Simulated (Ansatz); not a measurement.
## Sr: strain and displacement

```yaml
crystal:
  lattice:
    - [4.26962, 0.00000, 0.00000]
    - [-2.13481, 3.69760, 0.00000]
    - [0.00000, 0.00000, 6.99868]
  atoms:
    - { symbol: Sr, position: [0.33333, 0.66667, 0.25000] }
    - { symbol: Sr, position: [0.66667, 0.33333, 0.75000] }
```

Atom numbers follow the list: Sr1, Sr2.

Conventional cell: a = 4.270 Å, b = 4.270 Å, c = 6.999 Å, α = 90.00°, β = 90.00°, γ = 120.00°. Sr (atom 1) has 12 Sr at 4.27 to 4.28 Å as nearest neighbours.

The structure comes from a relaxation in the same program, started in the hcp type, and has space group P6_3/mmc. Whether it is a known phase or the ground state wasn't checked.

Level of theory: DFT, PBE, all-electron PAW with datasets made for the crystal, scalar-relativistic (Ansatz 0.2.0).

Numerical set-up: a Γ-centred 11×11×6 k mesh, Fermi–Dirac smearing of 0.08 eV, cutoff 200 eV (chosen by the program for this cell), no spin polarisation.

The unchanged cell is at 0.01 GPa, so energy changes include a term −P ΔV where the volume moves.

In a metal, stresses and small energies carry noise from the k mesh.

x, y and z are the Cartesian axes of the cell as listed; fractional coordinates follow a strain, and an engineering shear is twice the off-diagonal strain component.

Question: With this change (z strained by +1.5 % at fixed volume), what becomes of the energy and stress?

Answer: Energy change +1 meV/atom; stress change (xx, yy, zz, yz, xz, xy) 0.17, 0.17, -0.34, 0.00, 0.00, 0.00 GPa, compression positive.

Question: With this change (x and y strained by -4 %, z held), what becomes of the energy and stress?

Answer: Energy change +19 meV/atom; stress change (xx, yy, zz, yz, xz, xy) 1.45, 1.45, 0.34, 0.00, 0.00, 0.00 GPa, compression positive.

Question: With this change (atom 1 (Sr) moved by (0.0849, 0.0849, 0.0000) Å), what becomes of the energy and stress and forces?

Answer: Energy change +1 meV/atom; stress change (xx, yy, zz, yz, xz, xy) -0.11, 0.10, 0.01, 0.00, 0.00, -0.11 GPa, compression positive; change of the force on Sr1 (-0.021, -0.025, 0.000) eV/Å.

Question: What force constant does this one finite step give for Sr1 along its displacement (all its periodic images move with it)?

Answer: k = −ΔF·u/|u|² = 0.27 eV/Å², so the force pulls the atom back.
